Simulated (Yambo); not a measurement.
# Sb (I4/mmm) in Yambo: further runs, part 2 of 2

Yambo 5.3.0.

**4. Optical spectrum, PBEsol**

The input, optics6.in:

```
optics
chi
Chimod= "HARTREE"
% BndsRnXd
 1 | 13 |
%
NGsBlkXd= 3 Ry
% LongDrXd
 0 | 0 | 1 |
%
% QpntsRXd
 1 | 1 |
%
% EnRngeXd
 0 | 30 | eV
%
% DmRngeXd
 0.1 | 0.1 | eV
%
ETStpsXd= 150
```

The input, scf.in:

```
&CONTROL
  calculation = 'scf'
  prefix = 'pwscf'
  outdir = './tmp'
  pseudo_dir = './pseudo'
/
&SYSTEM
  ibrav = 0
  A = 3.51077882
  nat = 1
  ntyp = 1
  ecutwfc = 80
  nbnd = 13
  occupations = 'smearing'
  smearing = 'fd'
  degauss = 0.00367493
  force_symmorphic = .true.
/
&ELECTRONS
  conv_thr = 2d-10
  electron_maxstep = 120
  mixing_beta = 0.5
/
ATOMIC_SPECIES
Sb   121.7600 Sb.upf
CELL_PARAMETERS alat
  -0.4490571078    0.4490571078    0.7724606335
   0.4490571078   -0.4490571078    0.7724606335
   0.4490571078    0.4490571078   -0.7724606335
ATOMIC_POSITIONS alat
Sb     0.0000000000    0.0000000000    0.0000000000
K_POINTS automatic
16 16 16 0 0 0
```

The input, nscf.in:

```
&CONTROL
  calculation = 'nscf'
  prefix = 'pwscf'
  outdir = './tmp'
  pseudo_dir = './pseudo'
/
&SYSTEM
  ibrav = 0
  A = 3.51077882
  nat = 1
  ntyp = 1
  ecutwfc = 80
  nbnd = 33
  occupations = 'smearing'
  smearing = 'fd'
  degauss = 0.00367493
  force_symmorphic = .true.
/
&ELECTRONS
  conv_thr = 1d-08
  diago_full_acc = .true.
  diago_thr_init = 1d-06
/
ATOMIC_SPECIES
Sb   121.7600 Sb.upf
CELL_PARAMETERS alat
  -0.4490571078    0.4490571078    0.7724606335
   0.4490571078   -0.4490571078    0.7724606335
   0.4490571078    0.4490571078   -0.7724606335
ATOMIC_POSITIONS alat
Sb     0.0000000000    0.0000000000    0.0000000000
K_POINTS automatic
16 16 16 0 0 0
```

Potentials or basis: PseudoDojo 0.4.1 SR PBEsol standard.

On the command line:

```
OMP_NUM_THREADS=1 pw.x -in scf.in > scf.out
OMP_NUM_THREADS=1 pw.x -in nscf.in > nscf.out
cd tmp/pwscf.save; p2y; mv SAVE ../..; cd ../..
OMP_NUM_THREADS=1 yambo
OMP_NUM_THREADS=1 yambo -F optics6.in -J optics6 -C optics6_out
```

Yambo's report:

```text
[... sections 02.01 to 02.04 as in the set-up run ...]

  [02.05] Energies & Occupations
  ==============================

  [X] === General ===
  [X] Electronic Temperature                        :  0.258606E-1   300.100    [eV K]
  [X] Bosonic    Temperature                        :  0.258606E-1   300.100    [eV K]
  [X] Finite Temperature mode                       : yes
  [X] El. density                                   :  0.55634E+24 [cm-3]
  [X] Fermi Level                                   :  12.03741 [eV]

  [X] === Gaps and Widths ===
  [X] Conduction Band Min                           :  12.03741 [eV]
  [X] Valence Band Max                              :  12.03741 [eV]
  [X] Filled Bands                                  :   6
  [X] Metallic Bands                                :   7   9
  [X] Empty Bands                                   :   10   33

  [X] === Metallic Characters ===
  [X] N of el / N of met el                         :  15.00000   2.94706
  [X] Average metallic occ.                         :  0.245589

  [WARNING] [X] Metallic system

 [03] Transferred momenta grid and indexing
 ==========================================

 IBZ Q-points                                      :   349
 BZ  Q-points                                      :   4096

 K/Q-points units:
 rlu = crystal or reduced units; cc = cartesian coordinates; iku = interal k-units

 Q [  1]        [rlu]:  0.000000  0.000000  0.000000
 Q [  2]        [rlu]: -0.26829E-18 -0.88010E-18  0.62500E-01
 Q [  3]        [rlu]:  0.16151E-17 -0.39119E-17  0.12500
 Q [  4]        [rlu]:  0.27096E-18 -0.37162E-17  0.18750
 Q [  5]        [rlu]: -0.10732E-17 -0.35204E-17  0.25000
 Q [  6]        [rlu]: -0.24173E-17 -0.33247E-17  0.31250
[... 42 lines left out ...]
 Q [ 49]        [rlu]: -0.30439E-16 -0.68750      0.31250
 Q [ 50]        [rlu]: -0.62848E-16  0.31250     -0.25000

 Remaining 299 points informations can be written running with -fatlog

 [WARNING] [Xd] User bands 1-13 break level degeneracy

 [04] Dipoles
 ============

  [04.01] Setup: observables and procedures
  =========================================

  [WF-Oscillators/G space/Transverse up loader] Normalization (few states)  min/max  :  0.000000  1.000000

  [WR./optics6//ndb.dipoles]------------------------------------------------------
   Brillouin Zone Q/K grids (IBZ/BZ)                :    349   4096    349   4096
   RL vectors                                       :   3433 [WF]
   Fragmentation                                    : yes
   Electronic Temperature                           :  300.1000 [K]
   Bosonic    Temperature                           :  300.1000 [K]
   DIP band range                                   :   1  13
   DIP band range limits                            :   9   7
   DIP e/h energy range                             : -1.000000 -1.000000 [eV]
   RL vectors in the sum                            :   3433
   [r,Vnl] included                                 : yes
   Bands ordered                                    : yes
   Direct v evaluation                              : no
   Approach used                                    : G-space v
   Dipoles computed                                 : R V P [G-space]
   Wavefunctions                                    : Perdew, Burke & Ernzerhof SOL(X)+Perdew, Burke & Ernzerhof SOL(C)

  [WARNING] [r,Vnl^pseudo] included in position and velocity dipoles.

  [WARNING] In case H contains other non local terms, these are neglected

 [05] Optics
 ===========

 [X-CG] R(p) Tot o/o(of R):   13262  178920     100

 [WARNING] The system is a metal but Drude term not included.
```

o-optics6.eel_q1_inv_rpa_dyson:

```text
# Electron Energy Loss @ Q(1):   0.00000000      0.00000000      1.00000000    [q->0 direction]
#
# [ X ] Hartree size                              :  23
# [GEN] GF Energies                               : Perdew, Burke & Ernzerhof SOL(X)+Perdew, Burke & Ernzerhof SOL(C)
# [GEN] Green`s Function                          : Retarded
#
# [GEN] Gauge                                     : Length
# [GEN] [r,Vnl] included                          : yes
#
#    E[1] [eV]          Im(eel)            Re(eel)            Im(eel_o)          Re(eel_o)
#
        0.000000          -0.10921E-09       -0.062631          -0.14909E-18       -0.057730
        0.201342           0.003782          -0.059863           0.003200          -0.055391
        0.402685           0.021512          -0.054017           0.018138          -0.050985
        0.604027           0.013844          -0.077340           0.010870          -0.068345
        0.805369           0.010798          -0.063244           0.009362          -0.056352
        1.006711           0.017275          -0.059214           0.014778          -0.052940
[... 142 lines left out ...]
        29.79866           0.143810          -0.807784           0.340342          -0.678486
        30.00000           0.159358          -0.838659           0.344951          -0.759696
#
```

It took 4.9 min on 1 thread of Arm Neoverse V2, shared host; peak memory 0.98 GiB.

Results:

```yaml
Band_gap_on_the_k_mesh_mean-field_level: none (metal or under the smearing width)
Peak_of_the_energy-loss_function: 13.5 eV
```

Dielectric function (along the field direction of the input):
```csv
energy (eV),real part,imaginary part
0.40,15.98,6.36
1.01,15.56,4.54
1.61,14.42,11.91
2.42,0.13,17.66
3.02,-1.67,9.16
3.62,-4.12,5.30
4.43,-2.50,2.83
5.03,-0.58,2.08
5.64,0.04,2.17
6.44,-0.75,1.56
7.05,0.10,1.33
7.65,-0.26,1.64
8.46,-0.16,1.09
9.06,0.05,0.99
9.66,-0.15,1.26
10.47,0.04,0.83
11.07,0.20,0.82
11.68,0.21,0.75
12.48,0.14,0.62
13.09,0.19,0.52
13.69,0.26,0.48
14.50,0.26,0.39
15.10,0.34,0.26
15.70,0.43,0.19
16.51,0.46,0.21
17.11,0.49,0.17
17.72,0.53,0.14
18.52,0.59,0.10
19.13,0.62,0.08
19.93,0.67,0.05
```

Energy-loss function:
| energy (eV) | loss |
| --- | --- |
| 0.0 | 0.000 |
| 1.2 | 0.020 |
| 2.6 | 0.060 |
| 3.8 | 0.166 |
| 5.2 | 0.403 |
| 6.4 | 0.521 |
| 7.9 | 0.747 |
| 9.1 | 1.006 |
| 10.5 | 1.205 |
| 11.7 | 1.240 |
| 13.1 | 1.687 |
| 14.3 | 1.632 |
| 15.7 | 0.857 |
| 16.9 | 0.731 |
| 18.3 | 0.252 |
| 19.5 | 0.140 |
| 20.9 | 0.045 |
| 22.1 | 0.020 |
| 23.6 | 0.009 |
| 24.8 | 0.006 |
| 26.2 | 0.005 |
| 27.4 | 0.006 |
| 28.8 | 0.013 |
| 30.0 | 0.159 |

Caveat: the intraband (Drude) term of the metal is left out; the ground state has no gap, which makes the many-body step unreliable; these spectra lack excitons. Spin-orbit coupling is left out, which matters for the levels of Sb.

**5. Overview**

| direction of the field or of q to 0 | kernel | energy points | bands in the response | cutoff of the response matrix | other keys | gap on the mesh (eV) |
| --- | --- | --- | --- | --- | --- | --- |
| y | Hartree (RPA with local fields) | 300 | 33 | 3 Ry | - | none |
| y | long-range correction | 300 | 33 | 1 Ry | several, not listed | none |
| z | Hartree (RPA with local fields) | 150 | 13 | 3 Ry | several, not listed | none |

Alike in all rows: task optical spectrum; level PBEsol; potentials or basis PseudoDojo 0.4.1 SR PBEsol standard; no spin polarisation; cell as given; k mesh 16 × 16 × 16; cutoff (eV) 1088; smearing fermi-dirac 0.05 eV.

Caveats: the intraband (Drude) term of the metal is left out; the ground state has no gap, which makes the many-body step unreliable; these spectra lack excitons (some runs); the long-range kernel's strength is typed, not fitted to the crystal's screening (some runs); independent-particle spectra lack excitons (some runs).

Total energies depend on the potentials used, so only differences within one code and one set of settings carry meaning.
